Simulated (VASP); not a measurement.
# PbO (P4/nmm) in VASP: band structure with PBE+D3(BJ)

Aim: the band structure of PbO with PBE+D3(BJ).

Everything below comes from runs of VASP 6.6.1. Logs are shortened: lines on timing, memory, paths and dates and some standing lists are left out, and cuts for length are marked.

**1. Starting point**

Symmetry: P4/nmm, No. 129, tetragonal system. The conventional cell has a = 4.037 Å, b = 4.037 Å, c = 4.965 Å, α = 90.00°, β = 90.00°, γ = 90.00°. Pb (site symmetry 4mm) is surrounded by 4 O at 2.34 Å. Around O (site symmetry -4m2) lie 4 Pb at 2.34 Å.

**2. Band structure, PBE+D3(BJ)**

Contents of POSCAR:

```
PbO                                     
1.0
    4.0365911884      0.0000000000      0.0000000000
    0.0000000000      4.0365911884      0.0000000000
    0.0000000000      0.0000000000      4.9653884659
  Pb              O             
     2     2
Direct
     0.0000000000000000    0.5000000000000000    0.2392352733190527
     0.5000000000000000    0.0000000000000000    0.7607647266809473
     0.0000000000000000    1.0000000000000000    0.0000000000000000
     0.5000000000000000    0.5000000000000000    0.0000000000000000
```

Contents of INCAR.step1:

```
ALGO     = Fast           # electronic algorithm
EDIFF    = 1E-7           # SCF threshold, eV
ENCUT    = 520            # plane-wave cutoff, eV
GGA      = PE             # functional
ISIF     = 2              # what is computed and relaxed
ISMEAR   = 0              # smearing method
IVDW     = 12             # dispersion correction
LASPH    = True           # aspherical terms in the spheres
LCHARG   = True           # write CHGCAR
LREAL    = False          # projectors in reciprocal space
LWAVE    = False          # write WAVECAR
NELM     = 60             # most SCF steps
PREC     = Accurate       # precision mode
SIGMA    = 0.02           # smearing width, eV
```

Contents of KPOINTS.step1:

```
k-points
0
Gamma
  12 12 10
```

Contents of INCAR.step2:

```
ALGO     = Fast           # electronic algorithm
EDIFF    = 1E-7           # SCF threshold, eV
ENCUT    = 520            # plane-wave cutoff, eV
GGA      = PE             # functional
ICHARG   = 11             # starting density
ISIF     = 2              # what is computed and relaxed
ISMEAR   = 0              # smearing method
IVDW     = 12             # dispersion correction
LASPH    = True           # aspherical terms in the spheres
LCHARG   = False          # write CHGCAR
LREAL    = False          # projectors in reciprocal space
LWAVE    = False          # write WAVECAR
NELM     = 60             # most SCF steps
PREC     = Accurate       # precision mode
SIGMA    = 0.05           # smearing width, eV
```

Contents of KPOINTS.step2:

```
path GXMGZRAZ,XR,MA
20
line-mode
reciprocal
 0.0000000000  0.0000000000  0.0000000000  G
 0.0000000000  0.5000000000  0.0000000000  X

 0.0000000000  0.5000000000  0.0000000000  X
 0.5000000000  0.5000000000  0.0000000000  M

 0.5000000000  0.5000000000  0.0000000000  M
 0.0000000000  0.0000000000  0.0000000000  G

 0.0000000000  0.0000000000  0.0000000000  G
 0.0000000000  0.0000000000  0.5000000000  Z

 0.0000000000  0.0000000000  0.5000000000  Z
 0.0000000000  0.5000000000  0.5000000000  R

 0.0000000000  0.5000000000  0.5000000000  R
 0.5000000000  0.5000000000  0.5000000000  A

 0.5000000000  0.5000000000  0.5000000000  A
 0.0000000000  0.0000000000  0.5000000000  Z

 0.0000000000  0.5000000000  0.0000000000  X
 0.0000000000  0.5000000000  0.5000000000  R

 0.5000000000  0.5000000000  0.0000000000  M
 0.5000000000  0.5000000000  0.5000000000  A
```

Potentials or basis: VASP PAW PBE potentials, release 64 (Pb_d, O).

Started as:

```bash
> cat potpaw_PBE.64/Pb_d/POTCAR potpaw_PBE.64/O/POTCAR > POTCAR
> cp INCAR.step1 INCAR
> cp KPOINTS.step1 KPOINTS
> mpirun -np 1 vasp_std > vasp.out
> cp INCAR.step2 INCAR
> cp KPOINTS.step2 KPOINTS
> mpirun -np 1 vasp_std > vasp.out
```

OUTCAR:

```text
EDIFF = 1E-7
   ENCUT = 520
   GGA = PE
   ICHARG = 11
   ISIF = 2
   ISMEAR = 0
   IVDW = 12
   LASPH = True
   LREAL = False
   NELM = 60
   PREC = Accurate
 IVDW          = 12

 ion  position               nearest neighbor table
   1  0.000  0.500  0.239-   3 2.34   4 2.34   3 2.34   4 2.34   2 3.71   2 3.71   2 3.71   2 3.71
                             2 3.85   2 3.85   2 3.85   2 3.85
   2  0.500  0.000  0.761-   3 2.34   4 2.34   4 2.34   3 2.34   1 3.71   1 3.71   1 3.71   1 3.71
                             1 3.85   1 3.85   1 3.85   1 3.85
   3  0.000  0.000  0.000-   1 2.34   2 2.34   1 2.34   2 2.34
   4  0.500  0.500  0.000-   1 2.34   2 2.34   2 2.34   1 2.34

  LATTYP: Found a simple tetragonal cell.
 ALAT       =     4.0365911884
 C/A-ratio  =     1.2300944619

  Lattice vectors:

 A1 = (   4.0365911884,   0.0000000000,   0.0000000000)
 A2 = (   0.0000000000,   4.0365911884,   0.0000000000)
 A3 = (   0.0000000000,   0.0000000000,   4.9653884659)

Analysis of symmetry for initial positions (statically):
=====================================================================
 Subroutine PRICEL returns:
 Original cell was already a primitive cell.

 Routine SETGRP: Setting up the symmetry group for a
 simple tetragonal supercell.

 Subroutine GETGRP returns: Found 16 space group operations
 (whereof  8 operations were pure point group operations)
 out of a pool of 16 trial point group operations.

The static configuration has the point symmetry D_2d.
 The point group associated with its full space group is D_4h.

Analysis of symmetry for dynamics (positions and initial velocities):
=====================================================================
 Subroutine PRICEL returns:
 Original cell was already a primitive cell.

 Routine SETGRP: Setting up the symmetry group for a
 simple tetragonal supercell.

 Subroutine GETGRP returns: Found 16 space group operations
 (whereof  8 operations were pure point group operations)
 out of a pool of 16 trial point group operations.

The dynamic configuration has the point symmetry D_2d.
 The point group associated with its full space group is D_4h.

 Subroutine INISYM returns: Found 16 space group operations
 (whereof  8 operations are pure point group operations),
 and found     1 'primitive' translations

----------------------------------------------------------------------------------------

                                     Primitive cell

  volume of cell :      80.9064

  direct lattice vectors                    reciprocal lattice vectors
     4.036591188  0.000000000  0.000000000     0.247733782  0.000000000  0.000000000
     0.000000000  4.036591188  0.000000000     0.000000000  0.247733782  0.000000000
     0.000000000  0.000000000  4.965388466     0.000000000  0.000000000  0.201394112

  length of vectors
     4.036591188  4.036591188  4.965388466     0.247733782  0.247733782  0.201394112

  position of ions in fractional coordinates (direct lattice)
     0.000000000  0.500000000  0.239235273
     0.500000000  0.000000000  0.760764727
     0.000000000  0.000000000  0.000000000
     0.500000000  0.500000000  0.000000000

  ion indices of the primitive-cell ions
   primitive index   ion index
                 1           1
                 2           2
                 3           3
                 4           4

----------------------------------------------------------------------------------------

 KPOINTS: path GXMGZRAZ,XR,MA

Interpolating k-points between supplied coordinates.

 Line segments in fractional coordinates (reciprocal lattice):
    0.000000  0.000000  0.000000  ...  0.000000  0.500000  0.000000
    0.000000  0.500000  0.000000  ...  0.500000  0.500000  0.000000
    0.500000  0.500000  0.000000  ...  0.000000  0.000000  0.000000
    0.000000  0.000000  0.000000  ...  0.000000  0.000000  0.500000
    0.000000  0.000000  0.500000  ...  0.000000  0.500000  0.500000
    0.000000  0.500000  0.500000  ...  0.500000  0.500000  0.500000
    0.500000  0.500000  0.500000  ...  0.000000  0.000000  0.500000
    0.000000  0.500000  0.000000  ...  0.000000  0.500000  0.500000
    0.500000  0.500000  0.000000  ...  0.500000  0.500000  0.500000

 Generated    20 points on each line segment, for a total of    180 k-points:

 Following reciprocal coordinates:
            Coordinates               Weight
  0.000000  0.000000  0.000000      0.005556
  0.000000  0.026316  0.000000      0.005556
  0.000000  0.052632  0.000000      0.005556
  0.000000  0.078947  0.000000      0.005556
  0.000000  0.105263  0.000000      0.005556
  0.000000  0.131579  0.000000      0.005556
[... 16 lines left out ...]
  0.052632  0.500000  0.000000      0.005556
  0.078947  0.500000  0.000000      0.005556
 [... further k-points ...]
   k-points           NKPTS =    180   k-points in BZ     NKDIM =    180   number of bands    NBANDS=     24
   number of dos      NEDOS =    301   number of ions     NIONS =      4
   total plane-waves  NPLWV =  36000
   dimension x,y,z NGX =    30 NGY =   30 NGZ =   40
   dimension x,y,z NGXF=    60 NGYF=   60 NGZF=   80
   ions per type =               2   2
   NGX,Y,Z   is equivalent  to a cutoff of  12.36, 12.36, 13.39 a.u.
   NGXF,Y,Z  is equivalent  to a cutoff of  24.71, 24.71, 26.78 a.u.
 SYSTEM =  unknown system
   PREC   = accura    normal or accurate (medium, high low for compatibility)
   ISTART =      0    job   : 0-new  1-cont  2-samecut
   ICHARG =     11    charge: 1-file 2-atom 10-const
   ISPIN  =      1    spin polarized calculation?
   LNONCOLLINEAR =      F non collinear calculations
   LSORBIT =      F    spin-orbit coupling
   LASPH  =      T    aspherical Exc in radial PAW
   ENCUT  =  520.0 eV  38.22 Ry    6.18 a.u.   7.51  7.51  9.23*2*pi/ulx,y,z
   NELM   =     60;   NELMIN=  2; NELMDL=  0     # of ELM steps
   EDIFF  = 0.1E-06   stopping-criterion for ELM
   LREAL  =      F    real-space projection
   EDIFFG = 0.1E-05   stopping-criterion for IOM
   NSW    =      0    number of steps for IOM
   IBRION =     -1    ionic relax: 0-MD 1-quasi-New 2-CG
   NFREE  =      0    steps in history (QN), initial steepest desc. (CG)
   ISIF   =      2    stress and relaxation
   ISYM   =      2    0-nonsym 1-usesym 2-fastsym
   POTIM  = 0.5000    time-step for ionic-motion
   TEBEG  =    0.0;   TEEND  =   0.0 temperature during run
   PSTRESS=    0.0 pullay stress
   NELECT =      40.0000    total number of electrons
   NUPDOWN=      -1.0000    fix difference up-down
   EMIN   =  10.00;   EMAX   =-10.00  energy-range for DOS
   EFERMI =   0.00;   METHOD = LEGACY
   ISMEAR =     0;   SIGMA  =   0.05  broadening in eV -4-tet -1-fermi 0-gaus
   EFERMI_NEDOS =   21; number of points for ismear=-14 and -15
   IALGO  =     68    algorithm
   IMIX   =      4    mixing-type and parameters
     AMIX     =   0.40;   BMIX     =  1.00
     AMIX_MAG =   1.60;   BMIX_MAG =  1.00
  volume/ion in A,a.u.               =      20.23       136.50
  Fermi-wavevector in a.u.,A,eV,Ry     =   1.294496  2.446242 22.799539  1.675719
  Thomas-Fermi vector in A             =   2.426075
   LORBIT       =      0    0 simple, 1 ext, 2 COOP (PROOUT), +10 PAW based schemes
   GGA     = PE    functional components
   LHFCALC =     F    Hartree Fock is set to
   AEXX    =    0.0000 exact exchange contribution
   IVDW    =    12    specifies the selected vdW correction
   LEPSILON=     F    determine dielectric tensor
   LRPA    =     F    only Hartree local field effects (RPA)
 non-spin polarized calculation
 RMM-DIIS sequential band-by-band and
 Gauss-broadening in eV      SIGMA  =   0.05
  energy-cutoff  :      520.00
  volume of cell :       80.91
 maximum number of plane-waves:      2210
 NGX is ok and might be reduce to    30

 number of electron      39.9999997 magnetization

 Free energy of the ion-electron system (eV)
  ---------------------------------------------------
  ext. energy  EPLUGINS =         0.00000000
  ---------------------------------------------------
  free energy    TOTEN  =       -21.11010818 eV

  energy without entropy =      -21.11010818  energy(sigma->0) =      -21.11010818

 E-fermi :   5.0757     XC(G=0):  -9.7581

 val. band max:        4.8539038290   @ k =   0.0789   0.0789   0.0000
 cond. band min:       6.1018272561   @ k =   0.5000   0.5000   0.0000
 fundamental gap:      1.2479234271
 Fermi energy:         5.0756689026

 k-point     1 :       0.0000    0.0000    0.0000
  band No.  band energies     occupation
      1     -13.2019      2.00000
      2     -12.7691      2.00000
      3     -11.0792      2.00000
      4     -11.0792      2.00000
      5     -11.0280      2.00000
      6     -10.9915      2.00000
[... 16 lines left out ...]
     23      10.4002      0.00000
     24      10.4846      0.00000

 k-point     2 :       0.0000    0.0263    0.0000
  band No.  band energies     occupation
      1     -13.2005      2.00000
      2     -12.7694      2.00000
      3     -11.0788      2.00000
      4     -11.0788      2.00000
      5     -11.0276      2.00000
      6     -10.9912      2.00000
[... 16 lines left out ...]
     23      10.4036      0.00000
     24      10.5822      0.00000

 k-point     3 :       0.0000    0.0526    0.0000
  band No.  band energies     occupation
      1     -13.1964      2.00000
      2     -12.7703      2.00000
      3     -11.0779      2.00000
      4     -11.0776      2.00000
      5     -11.0262      2.00000
      6     -10.9903      2.00000
[... 16 lines left out ...]
     23      10.4142      0.00000
     24      10.6832      0.00000
[... 514 lines left out ...]
 k-point    23 :       0.0526    0.5000    0.0000
  band No.  band energies     occupation
      1     -12.9150      2.00000
      2     -12.9150      2.00000
      3     -10.9951      2.00000
      4     -10.9951      2.00000
      5     -10.9776      2.00000
      6     -10.9776      2.00000
[... 16 lines left out ...]
     23      11.1103      0.00000
     24      11.1110      0.00000

 k-point    24 :       0.0789    0.5000    0.0000
  band No.  band energies     occupation
      1     -12.9139      2.00000
      2     -12.9139      2.00000
      3     -10.9967      2.00000
      4     -10.9967      2.00000
      5     -10.9734      2.00000
      6     -10.9734      2.00000
[... 16 lines left out ...]
     23      10.9411      0.00000
     24      10.9433      0.00000

 [... further k-points ...]

------------------------ aborting loop because EDIFF is reached ----------------------------------------

 Edisp (eV)   -0.93845

 E8    (eV) :    -0.4303

  FORCE on cell =-STRESS in cart. coord.  units (eV):
  Direction    XX          YY          ZZ          XY          YZ          ZX
  --------------------------------------------------------------------------------------
  -------------------------------------------------------------------------------------
  Total       1.92516     1.92516     1.77548     0.00000     0.00000    -0.00000
  in kB      38.12370    38.12370    35.15961     0.00000     0.00000    -0.00000
  external pressure =       37.14 kB  Pullay stress =        0.00 kB

 VOLUME and BASIS-vectors are now :
 -----------------------------------------------------------------------------
  energy-cutoff  :      520.00
  volume of cell :       80.91
      direct lattice vectors                 reciprocal lattice vectors
     4.036591188  0.000000000  0.000000000     0.247733782  0.000000000  0.000000000
     0.000000000  4.036591188  0.000000000     0.000000000  0.247733782  0.000000000
     0.000000000  0.000000000  4.965388466     0.000000000  0.000000000  0.201394112

 POSITION                                       TOTAL-FORCE (eV/Angst)
 -----------------------------------------------------------------------------------
      0.00000      2.01830      1.18790        -0.000000      0.000000     -0.185139
      2.01830      0.00000      3.77749        -0.000000      0.000000      0.185139
      0.00000      0.00000      0.00000        -0.000000      0.000000      0.000000
      2.01830      2.01830      0.00000         0.000000     -0.000000      0.000000
 -----------------------------------------------------------------------------------
    total drift:                               -0.000000      0.000000      0.000000

  FREE ENERGIE OF THE ION-ELECTRON SYSTEM (eV)
  ---------------------------------------------------
  free  energy   TOTEN  =       -22.0485611676 eV

  energy  without entropy=      -22.0485611676  energy(sigma->0) =      -22.04856117
```

It took 4.3 min on 1 thread of Intel Xeon 6975P-C (Granite Rapids), shared host; peak memory 0.4 GiB.

What came out:

```
Band gap on the k mesh     : 1.25 eV, indirect (least direct gap 2.15 eV)
Band gap along the path    : 1.25 eV, indirect (least direct gap 2.15 eV)
Dispersion energy per atom : -0.235 eV
```

Levels at the corners of the path, in eV from the valence-band top:
```tsv
point	band 17	band 18	band 19	band 20	band 21	band 22	band 23	band 24
Γ	-1.53	-1.51	-1.51	-0.02	2.41	5.55	5.55	5.63
X	-2.82	-2.82	-1.49	-1.49	3.44	3.44	6.58	6.58
X	-2.82	-2.82	-1.49	-1.49	3.44	3.44	6.58	6.58
M	-1.53	-1.53	-0.90	-0.90	1.25	1.25	5.36	5.36
M	-1.53	-1.53	-0.90	-0.90	1.25	1.25	5.36	5.36
Γ	-1.53	-1.51	-1.51	-0.02	2.41	5.55	5.55	5.63
Γ	-1.53	-1.51	-1.51	-0.02	2.41	5.55	5.55	5.63
Z	-1.58	-1.54	-1.54	-0.73	1.95	3.96	3.96	4.13
Z	-1.58	-1.54	-1.54	-0.73	1.95	3.96	3.96	4.13
R	-2.77	-2.77	-0.85	-0.85	3.15	3.15	6.20	6.20
R	-2.77	-2.77	-0.85	-0.85	3.15	3.15	6.20	6.20
A	-2.15	-2.15	-0.91	-0.91	3.53	3.53	4.85	4.88
A	-2.15	-2.15	-0.91	-0.91	3.53	3.53	4.85	4.85
Z	-1.58	-1.54	-1.54	-0.73	1.95	3.96	3.96	4.13
X	-2.82	-2.82	-1.49	-1.49	3.44	3.44	6.58	6.59
R	-2.77	-2.77	-0.85	-0.85	3.15	3.15	6.20	6.20
M	-1.53	-1.53	-0.90	-0.90	1.25	1.25	5.36	5.36
A	-2.15	-2.15	-0.91	-0.91	3.53	3.53	4.85	4.85
```

Caveat: the log is that of the step along the path at fixed density, whose energy, stress, charges and moments have no meaning; spin-orbit coupling is left out, which as a rule narrows the gap of such compounds by several tenths of an eV. A hybrid or GW would open this gap; PBE tends to underestimate it.
